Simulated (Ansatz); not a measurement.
# SiO2: the cost of one run

Method: DFT PBE, scalar-relativistic, plane waves, PAW, in Ansatz 0.2.0.

2 further runs of the same task are left out: 2 set aside as unsound or not needed. Runs told in other sessions of the task aren't counted.

## Step 1: Starting point

The cell holds 21 atoms (O14Si7): a = 6.683 Å, b = 6.840 Å, c = 6.891 Å, α = 92.00°, β = 93.29°, γ = 89.80°.

It is the last frame of an earlier stage of the same melt, run at 1440 K.

The coordinates stand in the first input below.

## Step 2: Stage at 300 K

One k point, a Fermi-Dirac width of 0.050 eV and a fixed cell.

The input, input.yaml:

```yaml
crystal:
  lattice:
    - [6.680116, 0.009788, -0.194728]
    - [0.009788, 6.838988, -0.119718]
    - [-0.194728, -0.119718, 6.886716]
  atoms:
    - { symbol: Si, position: [0.6620469961, 0.3535109168, 0.8937637027] }
    - { symbol: Si, position: [0.1043308754, 0.7378878975, 0.5826880905] }
    - { symbol: Si, position: [0.5809070681, 0.7739147406, 0.6591576674] }
    - { symbol: Si, position: [0.8583785257, 0.990506438, 0.9309633088] }
    - { symbol: Si, position: [0.9414192227, 0.3893727424, 0.2573970222] }
    - { symbol: Si, position: [0.690939484, 0.034315348, 0.3067527348] }
    - { symbol: Si, position: [0.2926781587, 0.158998153, 0.0895861096] }
    - { symbol: O, position: [0.8108819209, 0.1850199802, 0.8287790961] }
    - { symbol: O, position: [0.1131561903, 0.0108538183, 0.9878243494] }
    - { symbol: O, position: [0.9497154247, 0.7984868557, 0.7478578575] }
    - { symbol: O, position: [0.3376211531, 0.7721973774, 0.5998546577] }
    - { symbol: O, position: [0.6128709169, 0.9267807797, 0.8375327731] }
    - { symbol: O, position: [0.7820661015, 0.4680948945, 0.0872567896] }
    - { symbol: O, position: [0.4436695793, 0.0658937583, 0.2510932545] }
    - { symbol: O, position: [0.7824838673, 0.9089106611, 0.1361685142] }
    - { symbol: O, position: [0.144548556, 0.3165663989, 0.1747439367] }
    - { symbol: O, position: [0.4466321144, 0.302786806, 0.9657852692] }
    - { symbol: O, position: [0.6713294906, 0.8677956029, 0.466952312] }
    - { symbol: O, position: [0.0171539907, 0.5645416788, 0.4470102596] }
    - { symbol: O, position: [0.6541008607, 0.5215013669, 0.7183693821] }
    - { symbol: O, position: [0.8373713948, 0.2102634481, 0.3694582765] }
  symmetry: { detect: false }
basis:
  ecutwfc: 420
  xc_grid: 1
kpoints:
  mp_grid: { grid: [1, 1, 1], shift: [0.0, 0.0, 0.0] }
hamiltonian:
  xc: pbe
scf:
  occupations: { method: fermi_dirac, width: 0.05 }
  lower_state_search: "off"
  convergence: { dr2_threshold: 1.0e-05 }
output:
  forces: true
  stress: true
md:
  timestep: 2.0
  n_steps: 100
  ensemble: nvt_langevin
  friction: 0.015
  temperature: 300.0
  initial_velocities: maxwell_boltzmann
  seed: 1386
```

On the command line:

```
ansatz run input.yaml --threads 2 --pin off --max-ram 5120MiB --backend cpu --events-out ev --progress --plain --runs-dir out
```

**Question.** How long does this run take on 2 threads of Intel Xeon at 2.50GHz (Skylake/Cascade Lake), shared host, and how much memory does it need?

About 3 min, with a peak of 0.38 GiB.
